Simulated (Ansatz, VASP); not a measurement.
**One calculation of MgB2, two programs**

```
Mg B
1.0
     3.03121    0.00000    0.00000
    -1.51561    2.62511    0.00000
     0.00000    0.00000    3.43943
Mg B
1 2
Direct
  0.00000 0.00000 0.00000
  0.33333 0.66667 0.50000
  0.66667 0.33333 0.50000
```

Alike in both runs: functional PBEsol; k mesh 9 × 9 × 6; occupations gaussian, width 0.1 eV; no spin polarisation.

Ansatz relaxed the structure, and its values are those at the end. VASP's run is a single point on that final structure, the one shown.

|  | VASP | Ansatz |
| --- | --- | --- |
| version | VASP 6.6.1 | Ansatz 0.2.0 |
| potentials or method | VASP PAW PBE potentials, release 64 (Mg, B) | scalar-relativistic, plane waves, PAW |
| plane-wave cutoff (eV) | 520 | 420 |
| valence electrons in the cell | 8 | 16 |

|  | VASP | Ansatz | Ansatz less VASP |
| --- | --- | --- | --- |
| gap on the k mesh at the Fermi level (eV) | none | none | - |
| pressure (GPa) | 6.2 | 6.1 | -0.06 |

A gap of «none» marks a metal or a gap that the smearing closes. The two sets of potentials don't hold the same shells in valence.

Caveats: the PAW data sets were made with another functional, which shifts forces and pressure a little (VASP).
